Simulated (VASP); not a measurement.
# Ag in VASP: work function with PBEsol+D3(BJ)

Aim: the work function of Ag with PBEsol+D3(BJ).

All numbers are computed with VASP 6.6.1; they aren't measurements. Logs are shortened: lines on timing, memory, paths and dates and some standing lists are left out, and cuts for length are marked.

### 1 The slab as given

The cell holds a slab with vacuum, 4 atoms: a = 2.909 Å, b = 2.909 Å, c = 30.398 Å, α = 90.00°, β = 90.00°, γ = 120.00°.

The cell was built by a generator and needn't be a form met in nature.

### 2 Work function, PBEsol+D3(BJ)

The input, INCAR:

```
ALGO     = Fast           # electronic algorithm
DIPOL    = 0.5 0.5 0.500
EDIFF    = 1E-6           # SCF threshold, eV
ENCUT    = 520            # plane-wave cutoff, eV
GGA      = PS             # functional
IDIPOL   = 3            
ISIF     = 2              # what is computed and relaxed
ISMEAR   = 1              # smearing method
IVDW     = 12             # dispersion correction
LASPH    = T              # aspherical terms in the spheres
LCHARG   = T              # write CHGCAR
LDIPOL   = T            
LELF     = T              # ELF
LREAL    = F              # projectors in reciprocal space
LVACPOTAV= T            
LVHAR    = T            
LWAVE    = F              # write WAVECAR
NELM     = 100            # most SCF steps
PREC     = Accurate       # precision mode
SIGMA    = 0.1            # smearing width, eV
```

The input, KPOINTS:

```
k-points
0
Gamma
  13 13 1
```

The input, POSCAR:

```
Ag                                      
1.0
    2.9092759800      0.0000000000      0.0000000000
   -1.4546379900      2.5195068800      0.0000000000
    0.0000000000      0.0000000000     30.3978581400
  Ag            
     4
Direct
     0.0000000000000000    0.0000000000000000    0.3881775994072110
     0.6666669999999968    0.3333330000000032    0.4626746274714227
     0.3333330000000032    0.6666669999999968    0.5373253725285773
     0.0000000000000000    1.0000000000000000    0.6118224005927890
```

Potentials or basis: VASP PAW PBE potentials, release 64 (Ag).

The run is started by

```bash
$ cat potpaw_PBE.64/Ag/POTCAR > POTCAR
$ mpirun -np 1 vasp_std > vasp.out
```

OUTCAR:

```text
EDIFF = 1E-6
   ENCUT = 520
   GGA = PS
   ISIF = 2
   ISMEAR = 1
   IVDW = 12
   LASPH = T
   LREAL = F
   NELM = 100
   PREC = Accurate
 IVDW          = 12

 ion  position               nearest neighbor table
   1  0.000  0.000  0.388-   2 2.82   2 2.82   2 2.82
   2  0.667  0.333  0.463-   1 2.82   1 2.82   1 2.82   3 2.82   3 2.82   3 2.82
   3  0.333  0.667  0.537-   4 2.82   4 2.82   4 2.82   2 2.82   2 2.82   2 2.82
   4  0.000  0.000  0.612-   3 2.82   3 2.82   3 2.82

  LATTYP: Found a hexagonal cell.
 ALAT       =     2.9092759800
 C/A-ratio  =    10.4485990153

  Lattice vectors:

 A1 = (   2.9092759800,   0.0000000000,   0.0000000000)
 A2 = (  -1.4546379900,   2.5195068800,   0.0000000000)
 A3 = (   0.0000000000,   0.0000000000,  30.3978581400)

Analysis of symmetry for initial positions (statically):
=====================================================================
 Subroutine PRICEL returns:
 Original cell was already a primitive cell.

 Routine SETGRP: Setting up the symmetry group for a
 hexagonal supercell.

 Subroutine GETGRP returns: Found 12 space group operations
 (whereof 12 operations were pure point group operations)
 out of a pool of 24 trial point group operations.

The static configuration has the point symmetry D_3d.

Analysis of symmetry for dynamics (positions and initial velocities):
=====================================================================
 Subroutine PRICEL returns:
 Original cell was already a primitive cell.

 Routine SETGRP: Setting up the symmetry group for a
 hexagonal supercell.

 Subroutine GETGRP returns: Found 12 space group operations
 (whereof 12 operations were pure point group operations)
 out of a pool of 24 trial point group operations.

The dynamic configuration has the point symmetry D_3d.

 Subroutine INISYM returns: Found 12 space group operations
 (whereof 12 operations are pure point group operations),
 and found     1 'primitive' translations

----------------------------------------------------------------------------------------

                                     Primitive cell

  volume of cell :     222.8145

  direct lattice vectors                    reciprocal lattice vectors
     2.909275980  0.000000000  0.000000000     0.343728133  0.198451532  0.000000000
    -1.454637990  2.519506880  0.000000000     0.000000000  0.396903064  0.000000000
     0.000000000  0.000000000 30.397858140     0.000000000  0.000000000  0.032897055

  length of vectors
     2.909275980  2.909275958 30.397858140     0.396903061  0.396903064  0.032897055

  position of ions in fractional coordinates (direct lattice)
     0.000000000  0.000000000  0.388177599
     0.666667000  0.333333000  0.462674627
     0.333333000  0.666667000  0.537325373
     0.000000000  0.000000000  0.611822401

  ion indices of the primitive-cell ions
   primitive index   ion index
                 1           1
                 2           2
                 3           3
                 4           4

----------------------------------------------------------------------------------------

 KPOINTS: k-points

Automatic generation of k-mesh.
 Grid dimensions read from file:
 generate k-points for:   13   13    1

 Generating k-lattice:

  Cartesian coordinates                     Fractional coordinates (reciprocal lattice)
     0.026440626  0.015265502  0.000000000     0.076923077  0.000000000  0.000000000
     0.000000000  0.030531005  0.000000000     0.000000000  0.076923077  0.000000000
     0.000000000  0.000000000  0.032897055     0.000000000  0.000000000  1.000000000

  Length of vectors
     0.030531005  0.030531005  0.032897055

  Shift w.r.t. Gamma in fractional coordinates (k-lattice)
     0.000000000  0.000000000  0.000000000

 Subroutine IBZKPT returns following result:
 ===========================================

 Found     21 irreducible k-points:

 Following reciprocal coordinates:
            Coordinates               Weight
  0.000000  0.000000  0.000000      1.000000
  0.076923 -0.000000  0.000000      6.000000
  0.153846  0.000000  0.000000      6.000000
  0.230769 -0.000000  0.000000      6.000000
  0.307692  0.000000  0.000000      6.000000
  0.384615  0.000000  0.000000      6.000000
[... 13 lines left out ...]
  0.384615  0.230769  0.000000      6.000000
  0.307692  0.307692  0.000000      6.000000
   k-points           NKPTS =     21   k-points in BZ     NKDIM =     21   number of bands    NBANDS=     26
   number of dos      NEDOS =    301   number of ions     NIONS =      4
   total plane-waves  NPLWV = 138240
   dimension x,y,z NGX =    24 NGY =   24 NGZ =  240
   dimension x,y,z NGXF=    48 NGYF=   48 NGZF=  480
   ions per type =               4
   NGX,Y,Z   is equivalent  to a cutoff of  13.71, 13.71, 13.13 a.u.
   NGXF,Y,Z  is equivalent  to a cutoff of  27.43, 27.43, 26.25 a.u.
 SYSTEM =  unknown system
   PREC   = accura    normal or accurate (medium, high low for compatibility)
   ISTART =      0    job   : 0-new  1-cont  2-samecut
   ICHARG =      2    charge: 1-file 2-atom 10-const
   ISPIN  =      1    spin polarized calculation?
   LNONCOLLINEAR =      F non collinear calculations
   LSORBIT =      F    spin-orbit coupling
   LASPH  =      T    aspherical Exc in radial PAW
   ENCUT  =  520.0 eV  38.22 Ry    6.18 a.u.   5.41  5.41 56.52*2*pi/ulx,y,z
   NELM   =    100;   NELMIN=  2; NELMDL= -5     # of ELM steps
   EDIFF  = 0.1E-05   stopping-criterion for ELM
   LREAL  =      F    real-space projection
   EDIFFG = 0.1E-04   stopping-criterion for IOM
   NSW    =      0    number of steps for IOM
   IBRION =     -1    ionic relax: 0-MD 1-quasi-New 2-CG
   NFREE  =      0    steps in history (QN), initial steepest desc. (CG)
   ISIF   =      2    stress and relaxation
   ISYM   =      2    0-nonsym 1-usesym 2-fastsym
   POTIM  = 0.5000    time-step for ionic-motion
   TEBEG  =    0.0;   TEEND  =   0.0 temperature during run
   PSTRESS=    0.0 pullay stress
   NELECT =      44.0000    total number of electrons
   NUPDOWN=      -1.0000    fix difference up-down
   EMIN   =  10.00;   EMAX   =-10.00  energy-range for DOS
   EFERMI =   0.00;   METHOD = LEGACY
   ISMEAR =     1;   SIGMA  =   0.10  broadening in eV -4-tet -1-fermi 0-gaus
   EFERMI_NEDOS =   21; number of points for ismear=-14 and -15
   IALGO  =     68    algorithm
   IMIX   =      4    mixing-type and parameters
     AMIX     =   0.40;   BMIX     =  1.00
     AMIX_MAG =   1.60;   BMIX_MAG =  1.00
  volume/ion in A,a.u.               =      55.70       375.91
  Fermi-wavevector in a.u.,A,eV,Ry     =   0.953333  1.801538 12.365568  0.908844
  Thomas-Fermi vector in A             =   2.081978
   LORBIT       =      0    0 simple, 1 ext, 2 COOP (PROOUT), +10 PAW based schemes
   GGA     = PS    functional components
   LHFCALC =     F    Hartree Fock is set to
   AEXX    =    0.0000 exact exchange contribution
   IVDW    =    12    specifies the selected vdW correction
   LEPSILON=     F    determine dielectric tensor
   LRPA    =     F    only Hartree local field effects (RPA)
 non-spin polarized calculation
 RMM-DIIS sequential band-by-band and
 Methfessel and Paxton  Order N= 1 SIGMA  =   0.10
  energy-cutoff  :      520.00
  volume of cell :      222.81
 maximum number of plane-waves:      6125
 NGX is ok and might be reduce to    24
   NGX = 11   NGY = 11   NGZ =113

 number of electron      44.0000003 magnetization

 dipolmoment           0.000000      0.000000     -0.000000 electrons x Angstroem

 Free energy of the ion-electron system (eV)
  ---------------------------------------------------
  ext. energy  EPLUGINS =         0.00000000
  ---------------------------------------------------
  free energy    TOTEN  =       -12.28236053 eV

  energy without entropy =      -12.28131212  energy(sigma->0) =      -12.28201106

 E-fermi :  -0.6500     XC(G=0):  -4.3205

 val. band max:       -0.7272069066   @ k =   0.2308   0.1538   0.0000
 cond. band min:      -0.6451785533   @ k =   0.1538   0.0000   0.0000
 fundamental gap:      0.0820283532
 Fermi energy:        -0.6500327564

 k-point     1 :       0.0000    0.0000    0.0000
  band No.  band energies     occupation
      1      -8.3020      2.00000
      2      -7.3020      2.00000
      3      -6.9545      2.00000
      4      -6.7409      2.00000
      5      -5.5558      2.00000
      6      -5.5558      2.00000
[... 18 lines left out ...]
     25      -0.2418     -0.00000
     26       3.6613      0.00000

 k-point     2 :       0.0769   -0.0000    0.0000
  band No.  band energies     occupation
      1      -8.1454      2.00000
      2      -7.1693      2.00000
      3      -6.8432      2.00000
      4      -6.6279      2.00000
      5      -5.6710      2.00000
      6      -5.6069      2.00000
[... 18 lines left out ...]
     25       0.0989     -0.00000
     26       3.7853      0.00000

 k-point     3 :       0.1538    0.0000    0.0000
  band No.  band energies     occupation
      1      -7.7129      2.00000
      2      -6.8494      2.00000
      3      -6.5699      2.00000
      4      -6.3658      2.00000
      5      -5.8741      2.00000
      6      -5.7147      2.00000
[... 18 lines left out ...]
     25       0.9549     -0.00000
     26       4.1542      0.00000

 k-point     4 :       0.2308   -0.0000    0.0000
  band No.  band energies     occupation
      1      -7.1775      2.00000
      2      -6.6606      2.00000
      3      -6.4401      2.00000
      4      -6.1836      2.00000
      5      -6.0025      2.00000
      6      -5.7984      2.00000
[... 18 lines left out ...]
     25       2.0924      0.00000
     26       4.7623      0.00000
[... 409 lines left out ...]
      1      -6.6699      2.00000
      2      -6.5519      2.00000
      3      -6.3921      2.00000
      4      -6.1596      2.00000
      5      -6.0437      2.00000
      6      -5.9122      2.00000
[... 18 lines left out ...]
     25       4.2686      0.00000
     26       4.9608      0.00000

 k-point    20 :       0.3846    0.2308    0.0000
  band No.  band energies     occupation
      1      -6.7055      2.00000
      2      -6.5185      2.00000
      3      -6.4043      2.00000
      4      -6.1694      2.00000
      5      -6.1442      2.00000
      6      -5.9095      2.00000
[... 18 lines left out ...]
     25       4.0123      0.00000
     26       4.6090      0.00000

 k-point    21 :       0.3077    0.3077    0.0000
  band No.  band energies     occupation
      1      -6.5404      2.00000
      2      -6.4819      2.00000
      3      -6.3252      2.00000
      4      -6.1228      2.00000
      5      -6.0540      2.00000
      6      -5.8612      2.00000
[... 18 lines left out ...]
     25       3.7425      0.00000
     26       4.4426      0.00000

------------------------ aborting loop because EDIFF is reached ----------------------------------------

 Edisp (eV)   -1.58862

 E8    (eV) :    -1.0809

  FORCE on cell =-STRESS in cart. coord.  units (eV):
  Direction    XX          YY          ZZ          XY          YZ          ZX
  --------------------------------------------------------------------------------------
  -------------------------------------------------------------------------------------
  Total      -3.68531    -3.68531    -0.05986     0.00000     0.00000    -0.00000
  in kB     -26.49972   -26.49972    -0.43044     0.00000     0.00000    -0.00000
  external pressure =      -17.81 kB  Pullay stress =        0.00 kB

 VOLUME and BASIS-vectors are now :
 -----------------------------------------------------------------------------
  energy-cutoff  :      520.00
  volume of cell :      222.81
      direct lattice vectors                 reciprocal lattice vectors
     2.909275980  0.000000000  0.000000000     0.343728133  0.198451532  0.000000000
    -1.454637990  2.519506880  0.000000000     0.000000000  0.396903064  0.000000000
     0.000000000  0.000000000 30.397858140     0.000000000  0.000000000  0.032897055

 POSITION                                       TOTAL-FORCE (eV/Angst)
 -----------------------------------------------------------------------------------
      0.00000      0.00000     11.79977         0.000000     -0.000000      0.000101
      1.45464      0.83983     14.06432        -0.000000      0.000000      0.007971
     -0.00000      1.67967     16.33354         0.000000      0.000000     -0.007971
      0.00000      0.00000     18.59809         0.000000      0.000000     -0.000101
 -----------------------------------------------------------------------------------
    total drift:                                0.000000     -0.000000      0.000000

  FREE ENERGIE OF THE ION-ELECTRON SYSTEM (eV)
  ---------------------------------------------------
  free  energy   TOTEN  =       -13.8709818515 eV

  energy  without entropy=      -13.8699334444  energy(sigma->0) =      -13.87063238

 vacuum level on the upper side and lower side of the slab         3.969         3.969
```

Run time: 2 min. Hardware: 1 thread of Intel Xeon Platinum 8488C (Sapphire Rapids), shared host; peak memory 0.41 GiB.

What came out:

```yaml
Free_energy: -13.8710 eV
Largest_force: 0.008 eV/Å
Band_gap_on_the_k_mesh: none (metal or under the smearing width)
Dispersion_energy_per_atom: -0.397 eV
Work_function_of_the_upper_face: 4.62 eV
Work_function_of_the_lower_face: 4.62 eV
```

Forces on the atoms (eV/Å):
```
Ag   0.000  0.000  0.000
Ag   0.000  0.000  0.008
Ag   0.000  0.000 -0.008
Ag   0.000  0.000  0.000
```

Levels at points of the mesh, in eV from the Fermi level:
| k point | band 20 | band 21 | band 22 | band 23 | band 24 | band 25 |
| --- | --- | --- | --- | --- | --- | --- |
| (0.00, 0.00, 0.00) | -3.24 | -3.24 | -2.96 | -2.96 | -0.83 | 0.41 |

Caveat: the PAW data sets were made with another functional, which shifts forces and pressure a little.
